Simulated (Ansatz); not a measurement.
# Mg3HO3: the cost of one run

Computed with Ansatz 0.2.0 (DFT PBEsol, scalar-relativistic, plane waves, PAW, unless a step's input says otherwise).

The COD cell was measured well above room temperature, so it is larger than a cold one.

1 further run of the same task is left out (for a broken database entry). Runs told in other sessions of the task aren't counted.

## 1. The system as given

Symmetry: Fm-3m, No. 225, cubic system. The conventional cell has a = 4.270 Å, b = 4.270 Å, c = 4.270 Å, α = 90.00°, β = 90.00°, γ = 90.00°. Around Mg (site symmetry m-3m) lie 6 O at 2.14 Å. O (site symmetry m-3m) is surrounded by 6 Mg at 2.14 Å.

Coordinates:

```cif
data_structure
_symmetry_space_group_name_H-M 'Fm-3m'
_symmetry_Int_Tables_number 225
_cell_length_a 4.2703
_cell_length_b 4.2703
_cell_length_c 4.2703
_cell_angle_alpha 90.000
_cell_angle_beta 90.000
_cell_angle_gamma 90.000
_cell_volume 77.87
loop_
_atom_site_label
_atom_site_type_symbol
_atom_site_symmetry_multiplicity
_atom_site_Wyckoff_symbol
_atom_site_fract_x
_atom_site_fract_y
_atom_site_fract_z
_atom_site_occupancy
Mg1 Mg 4 a 0.00000 0.00000 0.00000 1
O1 O 4 b 0.50000 0.00000 0.00000 1
```

Source of the structure: the Crystallography Open Database.

## 6. The grid

Atoms count from 1 in the order of the input.

H is moved along a line over the surface and along the normal, above a rigid substrate.

- position of H7 along the first surface vector, from above O6: 6 values from 0.00 to 2.48 Å, periodic
- height of H7 above the plane of O6: 7 values from 0.21 to 2.73 Å

Nothing else is relaxed. Points are written as (first, second).

(The set-up runs are not shown.)

## 7. Grid point (0.50 Å, 0.82 Å)

input.yaml

```yaml
crystal:
  lattice:
    - [2.9804137519, 0.0, 0.0]
    - [0.0, 2.9804137519, 0.0]
    - [0.0, 0.0, 21.2399431533]
  atoms:
    - { symbol: Mg, position: [0.5, 0.5, 0.1883244212] }
    - { symbol: O, position: [0.0, 0.0, 0.1883244212] }
    - { symbol: Mg, position: [0.0, 0.0, 0.2877909891] }
    - { symbol: O, position: [0.5, 0.5, 0.2873494718] }
    - { symbol: Mg, position: [0.5, 0.5, 0.3857349348] }
    - { symbol: O, position: [0.0, 0.0, 0.3879456312] }
    - { symbol: H, position: [0.1666666667, 0.0, 0.4265521375], spin: 1.0 }
basis:
  ecutwfc: 420
kpoints:
  mp_grid: { grid: [9, 9, 1] }
hamiltonian:
  xc: pbesol
  pseudopotentials: { kind: paw, azcp: { folder: soft_1 } }
scf:
  occupations: { method: gaussian, width: 0.05 }
output:
  forces: true
  eigenvalues: true
  populations: true
magnetization:
  spin_polarized: true
efield:
  axis: 3
  dipole_correction: true
  ramp_width: 0.04
```

Command:

```
$ ansatz run input.yaml --threads 1 --pin off --max-ram 3072MiB --backend cpu --events-out ev --progress --plain --runs-dir out
```

Q: Estimate wall time and peak memory on 1 thread of AMD EPYC 9R45 (Zen 5), shared host.

About 17 s, with a peak of 0.52 GiB.
